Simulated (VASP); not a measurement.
# VASP 6.6.1 run: MgS

INCAR

```
GGA = PE
LWAVE = .FALSE.
SIGMA = 0.02
EDIFF = 1E-7
LCHARG = .FALSE.
PREC = Normal
NELM = 120
LREAL = .FALSE.
ISMEAR = -1
ISIF = 2
LASPH = .TRUE.
NSW = 0
NBANDS = 11
IBRION = -1
ENCUT = 520
```

KPOINTS

```
KPOINTS created by Atomic Simulation Environment
0
Gamma
8 8 8
0 0 0
```

POSCAR

```
Mg S
 1.0000000000000000
    -0.0130075897000000    2.6015179370000001    2.6015179370000001
     2.6015179370000001   -0.0130075897000000    2.6015179370000001
     2.6015179370000001    2.6015179370000001   -0.0130075897000000
 Mg  S
   1   1
Cartesian
  0.0000000000000000  0.0000000000000000  0.0000000000000000
  2.5950141421500001  2.5950141421500001  2.5950141421500001
```

The recommended PBE PAW datasets give the neutral cell 8 valence electrons.

Command

```
mpirun -np 1 vasp_std
```

Question: How does this run end, and what does it give?

Answer: It converged. Results: gap between bands v and c on the k mesh 2.71 eV; least direct gap on the k mesh 3.61 eV; pressure 0.3 GPa. Band v is the last that the valence electrons fill when counted band by band, and c is the next.

OSZICAR

```
N       E                     dE             d eps       ncg     rms          rms(c)
DAV:   1     0.214019545985E+02    0.21402E+02   -0.35978E+03  1494   0.596E+02
DAV:   2    -0.749193470605E+01   -0.28894E+02   -0.27296E+02  1796   0.976E+01
DAV:   3    -0.890173856167E+01   -0.14098E+01   -0.14071E+01  1778   0.231E+01
DAV:   4    -0.891098999925E+01   -0.92514E-02   -0.92505E-02  1664   0.223E+00
DAV:   5    -0.891106831045E+01   -0.78311E-04   -0.78310E-04  1811   0.204E-01    0.438E+00
DAV:   6    -0.854286643702E+01    0.36820E+00   -0.79911E-01  1607   0.351E+00    0.342E+00
DAV:   7    -0.850267287532E+01    0.40194E-01   -0.21869E-01  1708   0.202E+00    0.227E+00
DAV:   8    -0.850271570378E+01   -0.42828E-04   -0.15231E-02  1562   0.746E-01    0.101E+00
DAV:   9    -0.850240501145E+01    0.31069E-03   -0.84193E-04  1658   0.167E-01    0.357E-01
DAV:  10    -0.850242057306E+01   -0.15562E-04   -0.24576E-04  1696   0.719E-02    0.458E-02
DAV:  11    -0.850241709888E+01    0.34742E-05   -0.21543E-05  1700   0.204E-02    0.209E-02
DAV:  12    -0.850241699289E+01    0.10600E-06   -0.77569E-07  1707   0.538E-03    0.295E-03
DAV:  13    -0.850241694239E+01    0.50492E-07   -0.18989E-08  1024   0.713E-04
   1 F= -.85024169E+01 E0= -.85024169E+01  d E =-.633742E-12
```

Standard output (part)

```
POSCAR found type information on POSCAR MgS
 POSCAR found :  2 types and       2 ions
 LDA part: xc-table for (Slater+PW92), standard interpolation
 POSCAR, INCAR and KPOINTS ok, starting setup
 WAVECAR not read
 entering main loop
```

For comparison, a separate PBE run of the intended cell, on usual settings and not on those above, gives a gap of 2.71 eV on its mesh and a pressure of 0.3 GPa.
